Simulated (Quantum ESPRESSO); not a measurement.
# HfC (Fm-3m) in Quantum ESPRESSO: notebook

Aim: see how the results for HfC move with the level of theory and the settings. Levels: LDA, r2SCAN. Tasks: band structure, single point, equation of state.

Everything below comes from runs of Quantum ESPRESSO 7.5. Logs are shortened: lines on timing, memory, paths and dates and some standing lists are left out, and cuts for length are marked.

## Step 1: The crystal as given

Symmetry: Fm-3m, No. 225, cubic system. Conventional cell: a = 4.650 Å, b = 4.650 Å, c = 4.650 Å, α = 90.00°, β = 90.00°, γ = 90.00°. Hf (site symmetry m-3m) has 6 C at 2.33 Å as nearest neighbours. Around C (site symmetry m-3m) lie 6 Hf at 2.33 Å.

## Step 2: Band structure, LDA

pw.in reads:

```
&CONTROL
  calculation = 'scf'
  prefix = 'pwscf'
  outdir = './tmp'
  pseudo_dir = './pseudo'
  tprnfor = .true.
  tstress = .true.
  disk_io = 'low'
/
&SYSTEM
  ibrav = 0
  nat = 2
  ntyp = 2
  ecutwfc = 45
  ecutrho = 360
  nbnd = 14
  occupations = 'smearing'
  smearing = 'fd'
  degauss = 0.00367493
/
&ELECTRONS
  conv_thr = 4d-10
  electron_maxstep = 120
  mixing_beta = 0.5
/
ATOMIC_SPECIES
Hf   178.4900 hf_lda_v1.uspp.F.UPF
C     12.0110 c_lda_v1.2.uspp.F.UPF
CELL_PARAMETERS angstrom
   0.0000000000    2.3250000000    2.3250000000
   2.3250000000    0.0000000000    2.3250000000
   2.3250000000    2.3250000000    0.0000000000
ATOMIC_POSITIONS crystal
Hf     0.5000000000    0.5000000000    0.5000000000
C      0.0000000000    0.0000000000    0.0000000000
K_POINTS automatic
10 10 10 0 0 0
```

bands.in reads:

```
&CONTROL
  calculation = 'bands'
  prefix = 'pwscf'
  outdir = './tmp'
  pseudo_dir = './pseudo'
  disk_io = 'low'
  verbosity = 'high'
/
&SYSTEM
  ibrav = 0
  nat = 2
  ntyp = 2
  ecutwfc = 45
  ecutrho = 360
  nbnd = 14
  occupations = 'smearing'
  smearing = 'fd'
  degauss = 0.00367493
/
&ELECTRONS
  conv_thr = 1d-08
  electron_maxstep = 120
  mixing_beta = 0.5
  diago_full_acc = .true.
  startingwfc = 'random'
/
ATOMIC_SPECIES
Hf   178.4900 hf_lda_v1.uspp.F.UPF
C     12.0110 c_lda_v1.2.uspp.F.UPF
CELL_PARAMETERS angstrom
   0.0000000000    2.3250000000    2.3250000000
   2.3250000000    0.0000000000    2.3250000000
   2.3250000000    2.3250000000    0.0000000000
ATOMIC_POSITIONS crystal
Hf     0.5000000000    0.5000000000    0.5000000000
C      0.0000000000    0.0000000000    0.0000000000
K_POINTS crystal
60
 0.0000000000  0.0000000000  0.0000000000 1
 0.0625000000  0.0000000000  0.0625000000 1
 0.1250000000  0.0000000000  0.1250000000 1
 0.1875000000  0.0000000000  0.1875000000 1
 0.2500000000  0.0000000000  0.2500000000 1
 0.3125000000  0.0000000000  0.3125000000 1
 0.3750000000  0.0000000000  0.3750000000 1
 0.4375000000  0.0000000000  0.4375000000 1
 0.5000000000  0.0000000000  0.5000000000 1
 0.5000000000  0.0625000000  0.5625000000 1
 0.5000000000  0.1250000000  0.6250000000 1
 0.5000000000  0.1875000000  0.6875000000 1
 0.5000000000  0.2500000000  0.7500000000 1
 0.4375000000  0.3125000000  0.7500000000 1
 0.3750000000  0.3750000000  0.7500000000 1
 0.3375000000  0.3375000000  0.6750000000 1
 0.3000000000  0.3000000000  0.6000000000 1
 0.2625000000  0.2625000000  0.5250000000 1
 0.2250000000  0.2250000000  0.4500000000 1
 0.1875000000  0.1875000000  0.3750000000 1
 0.1500000000  0.1500000000  0.3000000000 1
 0.1125000000  0.1125000000  0.2250000000 1
 0.0750000000  0.0750000000  0.1500000000 1
 0.0375000000  0.0375000000  0.0750000000 1
 0.0000000000  0.0000000000  0.0000000000 1
 0.0625000000  0.0625000000  0.0625000000 1
 0.1250000000  0.1250000000  0.1250000000 1
 0.1875000000  0.1875000000  0.1875000000 1
 0.2500000000  0.2500000000  0.2500000000 1
 0.3125000000  0.3125000000  0.3125000000 1
 0.3750000000  0.3750000000  0.3750000000 1
 0.4375000000  0.4375000000  0.4375000000 1
 0.5000000000  0.5000000000  0.5000000000 1
 0.5250000000  0.4500000000  0.5250000000 1
 0.5500000000  0.4000000000  0.5500000000 1
 0.5750000000  0.3500000000  0.5750000000 1
 0.6000000000  0.3000000000  0.6000000000 1
 0.6250000000  0.2500000000  0.6250000000 1
 0.5833333333  0.2500000000  0.6666666667 1
 0.5416666667  0.2500000000  0.7083333333 1
 0.5000000000  0.2500000000  0.7500000000 1
 0.5000000000  0.2857142857  0.7142857143 1
 0.5000000000  0.3214285714  0.6785714286 1
 0.5000000000  0.3571428571  0.6428571429 1
 0.5000000000  0.3928571429  0.6071428571 1
 0.5000000000  0.4285714286  0.5714285714 1
 0.5000000000  0.4642857143  0.5357142857 1
 0.5000000000  0.5000000000  0.5000000000 1
 0.4821428571  0.4821428571  0.5357142857 1
 0.4642857143  0.4642857143  0.5714285714 1
 0.4464285714  0.4464285714  0.6071428571 1
 0.4285714286  0.4285714286  0.6428571429 1
 0.4107142857  0.4107142857  0.6785714286 1
 0.3928571429  0.3928571429  0.7142857143 1
 0.3750000000  0.3750000000  0.7500000000 1
 0.6250000000  0.2500000000  0.6250000000 1
 0.5937500000  0.1875000000  0.5937500000 1
 0.5625000000  0.1250000000  0.5625000000 1
 0.5312500000  0.0625000000  0.5312500000 1
 0.5000000000  0.0000000000  0.5000000000 1
```

Potentials or basis: GBRV 1.5 LDA.

Run with:

```sh
OMP_NUM_THREADS=1 mpirun -n 2 pw.x -nk 2 -in pw.in > pw.out
OMP_NUM_THREADS=1 mpirun -n 2 pw.x -nk 2 -in bands.in > bands.out
```

pw.out:

```text
This program is part of the open-source Quantum ESPRESSO suite
     for quantum simulation of materials; please cite
[... 6 lines left out ...]
     using ibrav=0 with symmetry is DISCOURAGED, use correct ibrav instead

     K-points division:     npool     =       2
     Subspace diagonalization in iterative solution of the eigenvalue problem:
     a serial algorithm will be used

     G-vector sticks info
     --------------------
     sticks:   dense  smooth     PW     G-vecs:    dense   smooth      PW
     Sum         955     475    151                19603     6879    1243

     Using Slab Decomposition

     bravais-lattice index     =            0
     lattice parameter (alat)  =       6.2135  a.u.
     unit-cell volume          =     169.6272 (a.u.)^3
     number of atoms/cell      =            2
     number of atomic types    =            2
     number of electrons       =        16.00
     number of Kohn-Sham states=           14
     kinetic-energy cutoff     =      45.0000  Ry
     charge density cutoff     =     360.0000  Ry
     scf convergence threshold =      4.0E-10
     mixing beta               =       0.5000
     number of iterations used =            8  plain     mixing
     Exchange-correlation= SLA  PZ   NOGX NOGC
                           (   1   1   0   0   0   0   0)

     celldm(1)=   6.213507  celldm(2)=   0.000000  celldm(3)=   0.000000
     celldm(4)=   0.000000  celldm(5)=   0.000000  celldm(6)=   0.000000

     crystal axes: (cart. coord. in units of alat)
               a(1) = (   0.000000   0.707107   0.707107 )
               a(2) = (   0.707107   0.000000   0.707107 )
               a(3) = (   0.707107   0.707107   0.000000 )

     reciprocal axes: (cart. coord. in units 2 pi/alat)
               b(1) = ( -0.707107  0.707107  0.707107 )
               b(2) = (  0.707107 -0.707107  0.707107 )
               b(3) = (  0.707107  0.707107 -0.707107 )

     PseudoPot. # 1 for Hf read from file:
     hf_lda_v1.uspp.F.UPF
     Pseudo is Ultrasoft + core correction, Zval = 12.0
     Generated by new atomic code, or converted to UPF format
     Using radial grid of  921 points,  8 beta functions with:
                l(1) =   0
                l(2) =   0
                l(3) =   0
                l(4) =   1
                l(5) =   1
                l(6) =   2
                l(7) =   2
                l(8) =   3
     Q(r) pseudized with  6 coefficients,  rinner =    1.200   1.200   1.200
                                                       1.200   1.200   1.200
                                                       1.200

     PseudoPot. # 2 for C  read from file:
     c_lda_v1.2.uspp.F.UPF
     Pseudo is Ultrasoft + core correction, Zval =  4.0
     Generated by new atomic code, or converted to UPF format
     Using radial grid of  721 points,  4 beta functions with:
                l(1) =   0
                l(2) =   0
                l(3) =   1
                l(4) =   1
     Q(r) pseudized with  8 coefficients,  rinner =    1.100   1.100   1.100

     atomic species   valence    mass     pseudopotential
     Hf               12.00   178.49000     Hf( 1.00)
     C                 4.00    12.01100     C ( 1.00)

     48 Sym. Ops., with inversion, found

   Cartesian axes

     site n.     atom                  positions (alat units)
         1        Hf     tau(   1) = (   0.7071068   0.7071068   0.7071068  )
         2        C      tau(   2) = (   0.0000000   0.0000000   0.0000000  )

     number of k points=    47  Fermi-Dirac smearing, width (Ry)=  0.0037
                       cart. coord. in units 2pi/alat
        k(    1) = (   0.0000000   0.0000000   0.0000000), wk =   0.0020000
        k(    2) = (   0.0707107   0.0707107  -0.0707107), wk =   0.0160000
        k(    3) = (   0.1414214   0.1414214  -0.1414214), wk =   0.0160000
        k(    4) = (   0.2121320   0.2121320  -0.2121320), wk =   0.0160000
        k(    5) = (   0.2828427   0.2828427  -0.2828427), wk =   0.0160000
        k(    6) = (  -0.3535534  -0.3535534   0.3535534), wk =   0.0080000
[... 39 lines left out ...]
        k(   46) = (  -0.0707107  -0.3535534   0.6363961), wk =   0.0480000
        k(   47) = (  -0.7071068   0.2828427   0.0000000), wk =   0.0240000

     Dense  grid:    19603 G-vectors     FFT dimensions: (  40,  40,  40)

     Smooth grid:     6879 G-vectors     FFT dimensions: (  27,  27,  27)

     Initial potential from superposition of free atoms

     starting charge      14.0000, renormalised to      16.0000

     negative rho (up, down):  1.235E-01 0.000E+00
     Starting wfcs are   17 randomized atomic wfcs

     Self-consistent Calculation

     iteration #  1     ecut=    45.00 Ry     beta= 0.50
     Davidson diagonalization with overlap
     ethr =  1.00E-02,  avg # of iterations =  2.2

     negative rho (up, down):  1.133E-01 0.000E+00
[... 67 lines left out ...]
     iteration #  9     ecut=    45.00 Ry     beta= 0.50
     Davidson diagonalization with overlap
     ethr =  1.20E-10,  avg # of iterations =  2.3

     negative rho (up, down):  1.147E-01 0.000E+00

     End of self-consistent calculation

          k = 0.0000 0.0000 0.0000 (   893 PWs)   bands (ev):

   -45.7982 -14.2699 -14.2699 -14.2699   3.0334  16.2091  16.2091  16.2091
    16.5124  16.5124  16.5124  18.5427  18.5427  22.1072

          k = 0.0707 0.0707-0.0707 (   881 PWs)   bands (ev):
[... 141 lines left out ...]
   -45.7441 -14.8058 -14.6124 -14.4673   5.4183  12.2037  12.5497  13.9517
    16.1316  21.2209  21.4931  22.5936  23.6118  25.6210

          k =-0.7071 0.0000 0.0000 (   846 PWs)   bands (ev):

   -45.7437 -14.8731 -14.5056 -14.5056   4.9604  12.6613  13.3752  15.1249
    15.1249  20.4689  21.8519  21.8519  23.4985  24.5591

          k = 0.2828 0.1414 0.0000 (   864 PWs)   bands (ev):

   -45.7760 -14.5758 -14.3793 -14.3157   4.4684  12.0045  13.8148  13.8211
    16.5622  19.3066  19.3593  20.3952  22.7989  25.4442

          k = 0.3536 0.2121-0.0707 (   867 PWs)   bands (ev):
[... 51 lines left out ...]
   -45.7454 -14.7182 -14.6989 -14.4504   5.8342  11.3505  12.4946  13.0610
    17.8434  19.8251  21.5011  22.9195  23.9749  27.5850

          k =-0.7071 0.1414 0.0000 (   854 PWs)   bands (ev):

   -45.7437 -14.8389 -14.5416 -14.5100   5.1932  12.5989  12.9757  13.9291
    16.0312  21.3199  21.3339  21.8566  23.8232  25.0761

          k =-0.1414-0.4243 0.7071 (   878 PWs)   bands (ev):
[... 6 lines left out ...]
   -45.7449 -14.7357 -14.6594 -14.4828   5.8190  11.5413  12.5158  12.8458
    18.7748  18.8215  21.7165  22.7625  23.6500  28.2596

          k =-0.7071 0.2828 0.0000 (   876 PWs)   bands (ev):

   -45.7436 -14.7486 -14.6351 -14.5171   5.6374  12.4338  12.5096  12.5915
    17.8174  19.7921  21.8640  22.0792  23.5616  27.5535

     the Fermi energy is    15.2160 ev

!    total energy              =    -170.25567594 Ry
     estimated scf accuracy    <          3.4E-10 Ry
     smearing contrib. (-TS)   =      -0.00020443 Ry
     internal energy E=F+TS    =    -170.25547151 Ry

     The total energy is F=E-TS. E is the sum of the following terms:
     one-electron contribution =      -8.67981145 Ry
     hartree contribution      =      12.77167279 Ry
     xc contribution           =     -78.95975058 Ry
     ewald contribution        =     -95.38758228 Ry

     convergence has been achieved in   9 iterations

     negative rho (up, down):  1.147E-01 0.000E+00

     Forces acting on atoms (cartesian axes, Ry/au):

     atom    1 type  1   force =     0.00000000    0.00000000   -0.00000000
     atom    2 type  2   force =     0.00000000   -0.00000000   -0.00000000

     Total force =     0.000000     Total SCF correction =     0.000000

     Computing stress (Cartesian axis) and pressure

     negative rho (up, down):  1.147E-01 0.000E+00
          total   stress  (Ry/bohr**3)                   (kbar)     P=     -115.00
  -0.00078173   0.00000000   0.00000000         -115.00        0.00        0.00
   0.00000000  -0.00078173   0.00000000            0.00     -115.00        0.00
   0.00000000   0.00000000  -0.00078173            0.00        0.00     -115.00

=------------------------------------------------------------------------------=
   JOB DONE.
=------------------------------------------------------------------------------=
```

Run time: 12 s. Hardware: 2 MPI ranks of Arm Neoverse V2, shared host; peak memory 0.24 GiB.

What came out:

```yaml
Free_energy: -2316.4465 eV
Pressure: -11.5 GPa
Band_gap_on_the_k_mesh: none (metal or under the smearing width)
```

Levels at the corners of the path, in eV from the Fermi level:
```
point  band 6  band 7  band 8  band 9  band 10  band 11
    Γ    0.99    0.99    0.99    1.30     1.30     1.30
    X   -2.55   -1.84   -0.09   -0.09     5.25     6.64
    W   -3.02   -2.70   -2.70    3.60     3.60     6.65
    K   -3.52   -2.70   -1.65    1.51     5.68     6.08
    Γ    0.99    0.99    0.99    1.30     1.30     1.30
    L   -6.17   -3.01   -3.01    5.21     5.21     5.68
    U   -3.52   -2.70   -1.65    1.51     5.68     6.08
    W   -3.02   -2.70   -2.70    3.60     3.60     6.65
    L   -6.17   -3.01   -3.01    5.21     5.21     5.68
    K   -3.52   -2.70   -1.65    1.51     5.68     6.08
    U   -3.52   -2.70   -1.65    1.51     5.68     6.08
    X   -2.55   -1.84   -0.09   -0.09     5.25     6.64
```

Caveat: spin-orbit coupling is left out, which moves the levels of the heavy elements.

[end of part 1 of 2]
